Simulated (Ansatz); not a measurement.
## Random displacements in H

These are results of DFT PBE, scalar-relativistic, plane waves, PAW (Ansatz 0.2.0), not measurements. Cutoff 420 eV, Γ-centred 6×6×6 k-points, Gaussian smearing of 0.05 eV. No spin polarisation. Energies are free energies at this smearing, counted from the undisturbed cell; pressure is positive in compression.

Reference structure (relaxed at this level; it needn't be the usual structure):

```
H
1.0
     3.70974   -3.70974    0.00000
     3.70974    3.70974    0.00000
    -3.70974    0.00000    4.57113
H
8
Cartesian
  0.0000 0.0000 4.1958
  1.8549 1.8549 1.9102
  3.7097 0.0000 4.1958
  1.8549 -1.8549 1.9102
  0.0000 0.0000 0.3753
  1.8549 -1.8549 2.6609
  3.7097 0.0000 0.3753
  1.8549 1.8549 2.6609
```

The cell holds molecules and no dispersion correction was added, so their binding is poorly described.

The atoms are displaced (Å, in the unstrained cell):

```tsv
atom	ux	uy	uz
H1	-0.017	-0.235	-0.148
H2	-0.444	0.158	-0.206
H3	0.380	-0.042	-0.080
H4	0.026	0.329	-0.009
H5	-0.481	0.326	0.222
H6	0.083	-0.385	0.293
H7	0.290	0.003	0.223
H8	0.164	-0.155	-0.295
```

Strain (Voigt, engineering shear): (0.0208, -0.0057, 0.0076, 0.0514, -0.0411, -0.0355).

(1) What are the energy change, the stress and the forces?

## Answers

(1) ΔE = 815.9 meV/atom; stress (xx, yy, zz, yz, xz, xy; compression positive) (-5.15, -3.49, -17.15, 1.27, -0.25, 2.01) GPa; gap on the mesh 3.78 eV.
```csv
atom,Fx (eV/Å),Fy,Fz
H1,1.10,1.00,4.36
H2,2.42,-1.20,2.54
H3,-2.48,1.14,2.98
H4,0.17,-2.50,3.76
H5,2.50,-1.12,-3.00
H6,-0.19,2.46,-3.77
H7,-1.12,-0.98,-4.36
H8,-2.40,1.20,-2.51
```

Cost: 1 run of about 0.29 core-minutes, on Arm Neoverse V1 (shared hosts).